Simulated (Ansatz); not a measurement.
## Band table of LiBr

```yaml
crystal:
  lattice:
    - [0.00000, 2.47373, 2.47373]
    - [2.47373, 0.00000, 2.47373]
    - [2.47373, 2.47373, 0.00000]
  atoms:
    - { symbol: Li, position: [0.00000, 0.00000, 0.00000] }
    - { symbol: Br, position: [0.50000, 0.50000, 0.50000] }
```

The base volume is that of a database entry, so it needn't be at zero pressure; the structure needn't be the stable phase, at rest or compressed.

All numbers are PBEsol results (scalar-relativistic) from Ansatz 0.2.0, with a Γ-centred 9×9×9 k mesh, Fermi–Dirac smearing of 0.03 eV, no spin polarisation. Methods: LAPW: all electrons, basis error target 1 meV/atom.

This run: volume at 0.75 of the series' base cell.

Path points, in fractions of the reciprocal vectors: Γ (0.000, 0.000, 0.000), X (0.500, 0.000, 0.500), U (0.625, 0.250, 0.625), K (0.375, 0.375, 0.750), L (0.500, 0.500, 0.500), W (0.500, 0.250, 0.750). The distance column jumps between branches of the path. Levels in eV from the valence-band top; bands 11 to 16, counted from the lowest band of the run. The gap is 5.55 eV, the pressure 13.92 GPa.

```
# k(1/Å) point b11 b12 b13 b14 b15 b16
0.000 Γ -14.91 -0.01 -0.01 -0.01 6.57 10.51
0.212 - -14.83 -0.37 -0.18 -0.18 7.02 9.81
0.423 - -14.62 -1.28 -0.61 -0.61 8.20 8.63
0.635 - -14.29 -2.45 -1.12 -1.12 7.58 7.92
0.847 - -13.90 -3.60 -1.57 -1.57 6.81 7.11
1.058 - -13.57 -4.45 -1.87 -1.87 6.33 6.69
1.270 X -13.44 -4.77 -1.98 -1.98 6.17 6.56
1.345 - -13.44 -4.75 -2.03 -1.96 6.24 6.60
1.420 - -13.44 -4.70 -2.17 -1.92 6.36 6.79
1.494 - -13.45 -4.62 -2.37 -1.86 6.42 7.22
1.569 - -13.46 -4.51 -2.61 -1.77 6.46 7.82
1.644 - -13.48 -4.36 -2.86 -1.66 6.50 8.53
1.719 U -13.50 -4.19 -3.09 -1.52 6.54 9.31
2.497 K -13.50 -4.19 -3.09 -1.52 6.54 9.31
2.721 - -13.65 -3.54 -3.50 -1.04 6.74 9.77
2.946 - -13.92 -3.44 -2.62 -0.53 7.04 8.92
3.170 - -14.26 -2.79 -1.66 -0.16 7.38 8.90
3.395 - -14.59 -1.73 -0.80 -0.01 7.46 9.24
3.619 - -14.83 -0.58 -0.21 0.00 6.98 9.88
3.844 Γ -14.91 -0.01 -0.01 -0.01 6.57 10.51
4.027 - -14.85 -0.45 -0.05 -0.05 6.85 10.11
4.210 - -14.69 -1.47 -0.14 -0.14 7.03 10.10
4.394 - -14.46 -2.62 -0.26 -0.26 6.59 9.28
4.577 - -14.20 -3.64 -0.37 -0.37 6.05 8.52
4.760 - -14.00 -4.33 -0.44 -0.44 5.68 8.04
4.944 L -13.92 -4.57 -0.46 -0.46 5.55 7.88
5.093 - -13.89 -4.53 -0.79 -0.54 5.90 7.89
5.243 - -13.81 -4.41 -1.53 -0.77 6.63 7.96
5.393 - -13.70 -4.22 -2.35 -1.09 7.32 8.11
5.542 - -13.58 -3.98 -3.04 -1.46 7.97 8.39
5.692 - -13.49 -3.76 -3.50 -1.78 8.61 8.78
5.842 W -13.46 -3.66 -3.66 -1.91 9.00 9.05
5.947 - -13.46 -3.98 -3.30 -1.91 8.28 9.12
6.053 - -13.46 -4.26 -2.93 -1.93 7.66 8.19
6.159 - -13.45 -4.48 -2.58 -1.94 7.18 7.37
6.265 - -13.45 -4.64 -2.27 -1.96 6.73 6.84
6.371 - -13.44 -4.74 -2.05 -1.97 6.32 6.63
6.477 X -13.44 -4.77 -1.98 -1.98 6.17 6.56
```
